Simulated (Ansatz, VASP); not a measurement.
One calculation of Pt, two programs

```
CELL_PARAMETERS angstrom
2.40480 -1.36679 0.17527
2.40480 1.36679 0.17527
-0.88941 0.00000 9.51411
ATOMIC_POSITIONS crystal
Pt 0.75046 0.75046 0.12496
Pt 0.24954 0.24954 0.87504
Pt 0.75034 0.75034 0.62502
Pt 0.24966 0.24966 0.37498
```

Alike in both runs: functional PBE; k mesh 6 × 6 × 4; occupations gaussian, width 0.1 eV; no spin polarisation.

Ansatz relaxed the structure, and its values are those at the end. VASP's run is a single point on that final structure, the one shown.

```csv
,VASP,Ansatz
version,VASP 6.6.1,Ansatz 0.2.0
potentials or method,"VASP PAW PBE potentials, release 64 (Pt)","scalar-relativistic, plane waves, PAW"
plane-wave cutoff (eV),520,420
valence electrons in the cell,40,72
```

```csv
,VASP,Ansatz,Ansatz less VASP
gap on the k mesh at the Fermi level (eV),none,none,-
pressure (GPa),-0.4,0.1,+0.52
rms of the force components (eV/Å),0.003,0.003,0.0000
```

A gap of «none» marks a metal or a gap that the smearing closes. The two sets of potentials don't hold the same shells in valence.

Caveats: the k mesh is coarse (spacing up to 0.44 Å⁻¹), so the values aren't converged. The runs have no spin-orbit coupling, so splittings on Pt are missing.
